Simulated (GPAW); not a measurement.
# ZrC (Fm-3m) in GPAW: notebook

One crystal, ZrC, is run at these levels: PBEsol; tasks: relaxation of cell and atoms.

Everything below comes from runs of GPAW 26.7.0. Logs are shortened: lines on timing, memory, paths and dates and some standing lists are left out, and cuts for length are marked. The log counts tension as positive stress, the text compression.

## Step 1: Starting point

Symmetry: Fm-3m, No. 225, cubic system. The conventional cell has a = 4.730 Å, b = 4.730 Å, c = 4.730 Å, α = 90.00°, β = 90.00°, γ = 90.00°. Zr (site symmetry m-3m) is surrounded by 6 C at 2.37 Å. C (site symmetry m-3m) has 6 Zr at 2.37 Å as nearest neighbours.

## Step 2: Relaxation of cell and atoms, PBEsol

File run.py:

```python
from ase.filters import FrechetCellFilter
from ase.io import read, write
from ase.optimize import BFGS
from gpaw import GPAW, PW, setup_paths

setup_paths.insert(0, '.')

atoms = read('POSCAR')

calc = GPAW(mode=PW(800),
            xc='PBEsol',
            kpts={'size': (10, 10, 10), 'gamma': True},
            occupations={'name': 'fermi-dirac', 'width': 0.05},
            nbands=18,
            convergence={'density': 1e-05, 'forces': 0.0001},
            maxiter=150,
            txt='gpaw.txt')
atoms.calc = calc
opt = BFGS(FrechetCellFilter(atoms), trajectory='relax.traj', logfile='-')
done = opt.run(fmax=0.02, steps=60)
calc.write('gs.gpw')
write('result.traj', atoms)
print('Converged:', done)
print('Cell:', atoms.cell.cellpar().round(4))
print('Volume:', round(atoms.get_volume(), 4))
print(atoms.get_scaled_positions().round(5))
```

File POSCAR:

```
ZrC
1.0
    0.0000000000      2.3650000000      2.3650000000
    2.3650000000      0.0000000000      2.3650000000
    2.3650000000      2.3650000000      0.0000000000
Zr C
1 1
Direct
    0.5000000000      0.5000000000      0.5000000000
    0.0000000000      0.0000000000      0.0000000000
```

Potentials or basis: PAW data sets generated in the run's folder for this functional, pw.

Command:

```console
$ gpaw-setup -f PBEsol C Zr
$ OMP_NUM_THREADS=1 python run.py
```

gpaw.txt:

```text
__  _  _
 | _ |_)|_||  |
 |__||  | ||/\| - 26.7.0

Input parameters:
  mode=PW(ecut=800.0),
  convergence={'density': 1e-05, 'forces': 0.0001},
  kpts=MonkhorstPack(size=(10, 10, 10), gamma=True),
  maxiter=150,
  nbands=18,
  occupations=Occupations(name='fermi-dirac', width=0.05),
  xc=XC(name='PBEsol')

Diagonalizing LCAO Hamiltonian
Converting LCAO to pw mode

               Zr

       C

Atoms  # Å, Bohr magnetons
|   | symbol |        x |        y |        z |    initial magnetic moments |
|---|--------|----------|----------|----------|-----------------------------|
| 0 |     Zr | 2.365000 | 2.365000 | 2.365000 | ( 0.0000,  0.0000,  0.0000) |
| 1 |      C | 0.000000 | 0.000000 | 0.000000 | ( 0.0000,  0.0000,  0.0000) |

Unit cell  # Å
| periodic |        x |        y |        z |  lengths |    angles |
|----------|----------|----------|----------|----------|-----------|
|      yes | 0.000000 | 2.365000 | 2.365000 | 3.344615 | 60.000000 |
|      yes | 2.365000 | 0.000000 | 2.365000 | 3.344615 | 60.000000 |
|      yes | 2.365000 | 2.365000 | 0.000000 | 3.344615 | 60.000000 |
[... 258 lines left out ...]
       C

Atoms  # Å, Bohr magnetons
|   | symbol |         x |        y |        z |    initial magnetic moments |
|---|--------|-----------|----------|----------|-----------------------------|
| 0 |     Zr |  2.352046 | 2.352046 | 2.352046 | ( 0.0000,  0.0000,  0.0000) |
| 1 |      C | -0.000000 | 0.000000 | 0.000000 | ( 0.0000,  0.0000,  0.0000) |

Unit cell  # Å
| periodic |        x |         y |         z |  lengths |    angles |
|----------|----------|-----------|-----------|----------|-----------|
|      yes | 0.000000 |  2.352046 |  2.352046 | 3.326295 | 60.000000 |
|      yes | 2.352046 | -0.000000 |  2.352046 | 3.326295 | 60.000000 |
|      yes | 2.352046 |  2.352046 | -0.000000 | 3.326295 | 60.000000 |

Number of symmetries: 48
Symmetry operations  # r_c * U_cc + t_c -> r_c
|    | kind |            matrix            |
|----|------|------------------------------|
|  0 |  σ   |  1, 0, 0,  1, 0,-1,  1,-1, 0 |
|  1 |  C2  |  1, 0, 0,  1,-1, 0,  1, 0,-1 |
|  2 |  E   |  1, 0, 0,  0, 1, 0,  0, 0, 1 |
|  3 |  σ   |  1, 0, 0,  0, 0, 1,  0, 1, 0 |
|  4 |  C4  |  1, 0,-1,  1, 0, 0,  1,-1, 0 |
|  5 |  S6  |  1, 0,-1,  1,-1, 0,  1, 0, 0 |
|  6 |  σ   |  1, 0,-1,  0, 1,-1,  0, 0,-1 |
|  7 |  C3  |  1, 0,-1,  0, 0,-1,  0, 1,-1 |
|  8 |  S6  |  1,-1, 0,  1, 0, 0,  1, 0,-1 |
[... 173 lines left out ...]
SCF iterations
|iter     | |      energy | eigst |  dens |force |
|---------|-|-------------|-------|-------|------|
|iter:   1| |  -19.481519 | -1.34 |       |      |
|iter:   2| |  -19.480464 | -3.65 | -2.11 |      |
|iter:   3| |  -19.475106c| -3.31 | -2.14 |      |
|iter:   4| |  -19.475263c| -4.81 | -2.99 |      |
|iter:   5| |  -19.475347c| -5.40 | -3.40 |      |
|iter:   6| |  -19.475346c| -6.99 | -3.95 |      |
|iter:   7| |  -19.475346c| -7.94c| -4.34 |      |
|iter:   8| |  -19.475346c| -9.06c| -4.98 |      |
|iter:   9| |  -19.475346c|-10.55c| -6.23c|      |
|iter:  10| |  -19.475346c|-10.53c| -6.59c|-25.77c|

Converged in 10 steps
Energy contributions relative to reference atoms: (reference = -98860.812846)

Energy contributions:
  Kinetic:          10.679713
  Coulomb:         -13.063526
  Zero:              0.368891
  External:          0.000000
  Xc:              -17.459126
  Entropy:          -0.002595
  Spinorbit:         0.000000
  ----------------------------
  Free energy:     -19.476644
  Extrapolated:    -19.475346
[... 43 lines left out ...]
       C

Atoms  # Å, Bohr magnetons
|   | symbol |         x |         y |        z |    initial magnetic moments |
|---|--------|-----------|-----------|----------|-----------------------------|
| 0 |     Zr |  2.330470 |  2.330470 | 2.330470 | ( 0.0000,  0.0000,  0.0000) |
| 1 |      C | -0.000000 | -0.000000 | 0.000000 | ( 0.0000,  0.0000,  0.0000) |

Unit cell  # Å
| periodic |        x |        y |        z |  lengths |    angles |
|----------|----------|----------|----------|----------|-----------|
|      yes | 0.000000 | 2.330470 | 2.330470 | 3.295782 | 60.000000 |
|      yes | 2.330470 | 0.000000 | 2.330470 | 3.295782 | 60.000000 |
|      yes | 2.330470 | 2.330470 | 0.000000 | 3.295782 | 60.000000 |
[... 240 lines left out ...]
Stress tensor  # eV/Ang^3
|         x |         y |         z |
|-----------|-----------|-----------|
| -0.001779 | -0.000000 | -0.000000 |
| -0.000000 | -0.001779 | -0.000000 |
| -0.000000 | -0.000000 | -0.001779 |

Forces  # eV/Ang
|       x |        y |        z |
|---------|----------|----------|
| 0.00000 |  0.00000 |  0.00000 |  # Zr   0
| 0.00000 | -0.00000 | -0.00000 |  # C    1

Interpolating wave functions to new cell

               Zr

       C

Atoms  # Å, Bohr magnetons
|   | symbol |         x |         y |        z |    initial magnetic moments |
|---|--------|-----------|-----------|----------|-----------------------------|
| 0 |     Zr |  2.331429 |  2.331429 | 2.331429 | ( 0.0000,  0.0000,  0.0000) |
| 1 |      C | -0.000000 | -0.000000 | 0.000000 | ( 0.0000,  0.0000,  0.0000) |

Unit cell  # Å
| periodic |        x |        y |        z |  lengths |    angles |
|----------|----------|----------|----------|----------|-----------|
|      yes | 0.000000 | 2.331429 | 2.331429 | 3.297138 | 60.000000 |
|      yes | 2.331429 | 0.000000 | 2.331429 | 3.297138 | 60.000000 |
|      yes | 2.331429 | 2.331429 | 0.000000 | 3.297138 | 60.000000 |
[... 239 lines left out ...]
Stress tensor  # eV/Ang^3
|         x |         y |         z |
|-----------|-----------|-----------|
|  0.000048 | -0.000000 | -0.000000 |
| -0.000000 |  0.000048 |  0.000000 |
| -0.000000 |  0.000000 |  0.000048 |

Forces  # eV/Ang
|        x |       y |        z |
|----------|---------|----------|
| -0.00000 | 0.00000 |  0.00000 |  # Zr   0
|  0.00000 | 0.00000 | -0.00000 |  # C    1

# Writing to gs.gpw (mode='')
```

stdout:

```text
Step          Energy          fmax
BFGS:    0      -19.456521        0.768967
BFGS:    1      -19.476644        0.481805
BFGS:    2      -19.488584        0.022515
BFGS:    3      -19.488688        0.000608
Converged: True
Cell: [ 3.2971  3.2971  3.2971 60.     60.     60.    ]
Volume: 25.3452
[[0.5 0.5 0.5]
 [0.  0.  0. ]]
```

Run time: 1.7 min. Hardware: 1 thread of Arm Neoverse V1, shared host; peak memory 0.25 GiB.

Results:

| Item | Value |
| --- | --- |
| Free energy | -19.4887 eV |
| Relaxed volume | 12.67 Å³/atom |
| Relaxed cell | a = 3.297 Å, b = 3.297 Å, c = 3.297 Å, α = 60.00°, β = 60.00°, γ = 60.00° |
| Space group after relaxing (to 0.05 Å) | Fm-3m (No. 225) |
| Energy gained by relaxing | 16.1 meV/atom |
| Ionic steps | 4 |
| Pressure after relaxing | 0.0 GPa |
| Band gap on the k mesh | none (metal or under the smearing width) |

The path:
| step | energy change (eV) | largest force (eV/Å) | pressure (GPa) | volume (Å³) |
| --- | --- | --- | --- | --- |
| 1 | 0.0000 | 0.0000 | -9.31 | 26.46 |
| 2 | -0.0202 | 0.0000 | -5.93 | 26.02 |
| 3 | -0.0321 | 0.0000 | 0.28 | 25.31 |
| 4 | -0.0322 | 0.0000 | -0.01 | 25.35 |

Final structure:
```xyz
2
Lattice="0.0000 2.3314 2.3314 2.3314 0.0000 2.3314 2.3314 2.3314 0.0000" Properties=species:S:1:pos:R:3 pbc="T T T"
Zr    2.3314    2.3314    2.3314
C     0.0000    0.0000    0.0000
```

Levels at points of the mesh, in eV from the Fermi level:
```
           k point  band 4  band 5  band 6  band 7  band 8  band 9  band 10  band 11  band 12  band 13
(0.00, 0.00, 0.00)  -25.64  -11.38    0.95    0.95    0.95    1.05     1.05     1.05     2.86     2.86
(0.50, 0.50, 0.00)  -25.95  -10.19   -2.04   -1.90    0.08    0.08     4.58     5.83     5.83     8.33
(0.50, 0.50, 0.50)  -25.72   -8.15   -5.43   -3.02   -3.02    4.61     4.61     5.46     6.57    10.45
```

Caveat: later steps reuse the first step's grids.

## Step 3: Relaxation of cell and atoms, PBEsol, target pressure 2 GPa, at which the enthalpy is minimised

Changes to run.py since step 2:

```diff
@@ -3,2 +3,3 @@
 from ase.optimize import BFGS
+from ase.units import GPa
 from gpaw import GPAW, PW, setup_paths
@@ -18,3 +19,3 @@
 atoms.calc = calc
-opt = BFGS(FrechetCellFilter(atoms), trajectory='relax.traj', logfile='-')
+opt = BFGS(FrechetCellFilter(atoms, scalar_pressure=2 * GPa), trajectory='relax.traj', logfile='-')
 done = opt.run(fmax=0.02, steps=60)
```

POSCAR is that of step 2.

Potentials or basis: PAW data sets generated in the run's folder for this functional, pw.

Command:

```console
$ gpaw-setup -f PBEsol C Zr
$ OMP_NUM_THREADS=1 python run.py
```

Run time: 1.8 min. Hardware: 1 thread of Arm Neoverse V1, shared host; peak memory 0.25 GiB.

The run converged. Its results:

```yaml
Free_energy: -19.4872 eV
Relaxed_volume: 12.57 Å³/atom
Relaxed_cell: a = 3.288 Å, b = 3.288 Å, c = 3.288 Å, α = 60.00°, β = 60.00°, γ = 60.00°
Space_group_after_relaxing_to_0.05_Å: Fm-3m (No. 225)
Energy_change_on_relaxing_the_enthalpy_is_what_falls: -15.4 meV/atom
Ionic_steps: 4
Pressure_after_relaxing: 2.0 GPa
Band_gap_on_the_k_mesh: none (metal or under the smearing width)
```

Step by step:
```tsv
step	energy change (eV)	largest force (eV/Å)	pressure (GPa)	volume (Å³)
1	0.0000	0.0000	-9.31	26.46
2	-0.0232	0.0000	-5.18	25.93
3	-0.0301	0.0000	2.41	25.09
4	-0.0307	0.0000	1.99	25.14
```

Final structure:
```
Zr C
1.0
     0.00000    2.32499    2.32499
     2.32499    0.00000    2.32499
     2.32499    2.32499    0.00000
Zr C
1 1
Direct
  0.50000 0.50000 0.50000
  0.00000 0.00000 0.00000
```

Levels at points of the mesh, in eV from the Fermi level:
| k point | band 5 | band 6 | band 7 | band 8 | band 9 | band 10 | band 11 | band 12 |
| --- | --- | --- | --- | --- | --- | --- | --- | --- |
| (0.00, 0.00, 0.00) | -11.41 | 0.95 | 0.95 | 0.95 | 1.05 | 1.05 | 1.05 | 2.89 |
| (0.50, 0.50, 0.00) | -10.23 | -2.02 | -1.92 | 0.09 | 0.09 | 4.62 | 5.89 | 5.89 |
| (0.50, 0.50, 0.50) | -8.13 | -5.47 | -3.05 | -3.05 | 4.65 | 4.65 | 5.52 | 6.61 |

Caveat: later steps reuse the first step's grids.

## Step 4: Relaxation of cell and atoms, PBEsol, target pressure 5 GPa, at which the enthalpy is minimised

Changes to run.py since step 3:

```diff
@@ -1,3 +1,4 @@
+from ase import Atoms
 from ase.filters import FrechetCellFilter
-from ase.io import read, write
+from ase.io import write
 from ase.optimize import BFGS
@@ -8,3 +9,9 @@
 
-atoms = read('POSCAR')
+atoms = Atoms(['Zr', 'C'],
+              cell=[[0.0, 2.365, 2.365],
+                    [2.365, 0.0, 2.365],
+                    [2.365, 2.365, 0.0]],
+              scaled_positions=[[0.5, 0.5, 0.5],
+                                [0.0, 0.0, 0.0]],
+              pbc=True)
 
@@ -19,3 +26,3 @@
 atoms.calc = calc
-opt = BFGS(FrechetCellFilter(atoms, scalar_pressure=2 * GPa), trajectory='relax.traj', logfile='-')
+opt = BFGS(FrechetCellFilter(atoms, scalar_pressure=5 * GPa), trajectory='relax.traj', logfile='-')
 done = opt.run(fmax=0.02, steps=60)
```

Command:

```console
$ gpaw-setup -f PBEsol C Zr
$ OMP_NUM_THREADS=1 python run.py
```

Wall time 1.8 min (1 thread of Arm Neoverse V1, shared host); peak memory 0.25 GiB.

The run converged. Its results:

| Item | Value |
| --- | --- |
| Free energy | -19.4803 eV |
| Relaxed volume | 12.42 Å³/atom |
| Relaxed cell | a = 3.275 Å, b = 3.275 Å, c = 3.275 Å, α = 60.00°, β = 60.00°, γ = 60.00° |
| Space group after relaxing (to 0.05 Å) | Fm-3m (No. 225) |
| Energy change on relaxing (the enthalpy is what falls) | -11.9 meV/atom |
| Ionic steps | 4 |
| Pressure after relaxing | 5.0 GPa |
| Band gap on the k mesh | none (metal or under the smearing width) |

The path:
```tsv
step	energy change (eV)	largest force (eV/Å)	pressure (GPa)	volume (Å³)
1	0.0000	0.0000	-9.31	26.46
2	-0.0271	0.0000	-4.02	25.79
3	-0.0217	0.0000	5.63	24.77
4	-0.0239	0.0000	4.98	24.84
```

Final structure:
```
CELL_PARAMETERS angstrom
0.00000 2.31576 2.31576
2.31576 0.00000 2.31576
2.31576 2.31576 0.00000
ATOMIC_POSITIONS crystal
Zr 0.50000 0.50000 0.50000
C 0.00000 0.00000 0.00000
```

Levels at points of the mesh, in eV from the Fermi level:
```tsv
k point	band 5	band 6	band 7	band 8	band 9	band 10	band 11	band 12
(0.00, 0.00, 0.00)	-11.45	0.95	0.95	0.95	1.05	1.05	1.05	2.92
(0.50, 0.50, 0.00)	-10.28	-2.00	-1.97	0.10	0.10	4.69	5.98	5.98
(0.50, 0.50, 0.50)	-8.11	-5.51	-3.09	-3.09	4.72	4.72	5.59	6.66
```

Caveat: later steps reuse the first step's grids.

## Step 5: Overview

| cell | target pressure | gap on the mesh (eV) | pressure (GPa) |
| --- | --- | --- | --- |
| relaxed | - | none | 0.0 |
| relaxed to 2 GPa | 2 GPa | none | 2.0 |
| relaxed to 5 GPa | 5 GPa | none | 5.0 |

Alike in all rows: task relaxation of cell and atoms; level PBEsol; potentials or basis PAW data sets generated in the run's folder for this functional, pw; no spin polarisation; k mesh 10 × 10 × 10; cutoff (eV) 800; smearing fermi-dirac 0.05 eV.

Caveats: later steps reuse the first step's grids.

Absolute energies hang on the potentials; compare differences alone.
